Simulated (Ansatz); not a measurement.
## BiS in the WC-type structure

Computed with Ansatz (plane waves, PAW, 500 eV cutoff): r²SCAN, scalar-relativistic, no spin polarisation, Γ-centred 10×10×8 mesh, 0.05 eV Gaussian smearing. The datasets are Ansatz's generated set soft_2.

```xyz
2
Lattice="3.7157 0.0000 0.0000 -1.8578 3.2179 0.0000 0.0000 0.0000 4.0869" Properties=species:S:1:pos:R:3 pbc="T T T"
Bi    0.0000    0.0000    0.0000
S     1.8578    1.0726    2.0434
```

This is a trial structure made by placing the elements on a prototype's sites, so it needn't be the stable form.

The run above is the reference. The same cell was run again with other input settings; several of them aren't fit for production, so the rows show the settings' effect and aren't properties of the material.

```tsv
keys changed	outcome	ΔE (meV/atom)	P (GPa)	gap on the mesh (eV)	cell moment (μB)	largest force component (eV/Å)	SCF iterations	rough core-seconds	new warnings
none (reference)	converged	0.0	0.0	metal	–	0.000	–	–	–
scf.occupations.width: 0.05 → 0.01	converged	0.0	-0.1	metal	–	0.000	6	5	–
basis.ecutrho_ratio: 4 → 12; scf.occupations.method: "gaussian" → "cold"; scf.occupations.width: 0.05 → 0.15	converged	-0.3	0.0	metal	–	0.000	7	9	–
scf.eigensolver.kind: "davidson"; basis.precision: "f64"; scf.n_extra_bands: 1	converged	0.0	0.0	metal	–	0.000	7	5	–
accuracy: "medium"	converged	0.0	0.0	metal	–	0.000	7	5	–
```

These changes also left energy (to 0.1 meV/atom), pressure, gap, moment and forces as in the reference: accuracy: "medium" | scf.algorithm: "density_mixing"; scf.mixing.algorithm: "anderson"; scf.mixing.beta: 0.3; scf.mixing.ndim: 16.

ΔE is the energy with the smearing extrapolated to zero. It is left out where the change alters the Hamiltonian or the spin treatment. The varied runs start from atomic densities (corrected by the program's trained start where that serves), with the default search for lower states unless a row changes it.

Task: What happens with these changes: basis.ecutwfc: 500 → "22.0 Ry"; hamiltonian.dispersion: "d3bjatm"?

Result: outcome converged, P (GPa) -1.0, gap on the mesh (eV) metal, largest force component (eV/Å) 0.000, SCF iterations 7, rough core-seconds 2.9, new warnings cutoff below recommended.

The pair part of a dispersion correction pulls inward (a three-body part mostly pushes out), and in metals and ionic crystals with large ions it often overbinds.

1 further run (cut off, refused for memory, with changed atoms or starts, or in doubt) is left out.

Of the reference: Scalar-relativistic only: spin–orbit splittings of the heavy atoms' levels are missing. The cell is a metal with an odd number of electrons, and spin polarisation wasn't tried.
